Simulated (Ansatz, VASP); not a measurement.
Al3Cu: VASP beside Ansatz

INCAR

```
SYSTEM = Al3Cu
ALGO = Normal
EDIFF = 1E-6
ENCUT = 520
GGA = PS
ISIF = 2
ISMEAR = 0
LASPH = .TRUE.
LCHARG = .FALSE.
LREAL = .FALSE.
LWAVE = .FALSE.
NBANDS = 18
NELM = 100
PREC = Accurate
SIGMA = 0.1
```

KPOINTS

```
k-points
0
G
  2 2 1
  0 0 0
```

The input POSCAR:

```
Al3Cu
1.0
    2.7784054294      0.0000000000      0.0000000000
    0.0000000000      2.7784054294      0.0000000000
    0.0000000000      0.0000000000      7.5134034100
Al Cu
3 1
Direct
    0.0000000000      0.0000000000      0.5000000000
    0.5000000000      0.5000000000      0.2261155100
    0.5000000000      0.5000000000      0.7738844900
    0.0000000000      0.0000000000      0.0000000000
```

Input for Ansatz:

```yaml
crystal:
  lattice:
    - [2.7784054294, 0.0, 0.0]
    - [0.0, 2.7784054294, 0.0]
    - [0.0, 0.0, 7.51340341]
  atoms:
    - { symbol: Al, position: [0.0, 0.0, 0.5] }
    - { symbol: Al, position: [0.5, 0.5, 0.22611551] }
    - { symbol: Al, position: [0.5, 0.5, 0.77388449] }
    - { symbol: Cu, position: [0.0, 0.0, 0.0] }
basis:
  ecutwfc: 420
kpoints:
  mp_grid: { grid: [2, 2, 1] }
hamiltonian:
  xc: pbesol
scf:
  occupations: { method: gaussian, width: 0.1 }
output:
  forces: true
  stress: true
  eigenvalues: true
```

Alike in both runs: task single point; functional PBEsol; k mesh 2 × 2 × 1; occupations gaussian, width 0.1 eV; no spin polarisation.

|  | VASP | Ansatz |
| --- | --- | --- |
| version | VASP 6.6.1 | Ansatz 0.2.0 |
| potentials or method | VASP PAW PBE potentials, release 64 (Al, Cu) | scalar-relativistic, plane waves, PAW |
| plane-wave cutoff (eV) | 520 | 420 |
| valence electrons in the cell | 20 | 28 |

Ansatz gave:

```
gap on the k mesh at the Fermi level (eV)       : none
pressure (GPa)                                  : 4.2
largest component of the traceless stress (GPa) : 21.91
rms of the force components (eV/Å)              : 0.169
```

Question: What did VASP give for the same quantities?

Answer: gap on the k mesh at the Fermi level (eV): none; pressure (GPa): 4.4; largest component of the traceless stress (GPa): 21.91; rms of the force components (eV/Å): 0.179.

Atom by atom the forces differ by 0.010 eV/Å (rms over components). A gap of «none» marks a metal or a gap that the smearing closes. The two sets of potentials don't hold the same shells in valence.

Caveats: the k mesh is coarse (spacing up to 1.13 Å⁻¹), so the values aren't converged; the PAW data sets were made with another functional, which shifts forces and pressure a little (VASP).
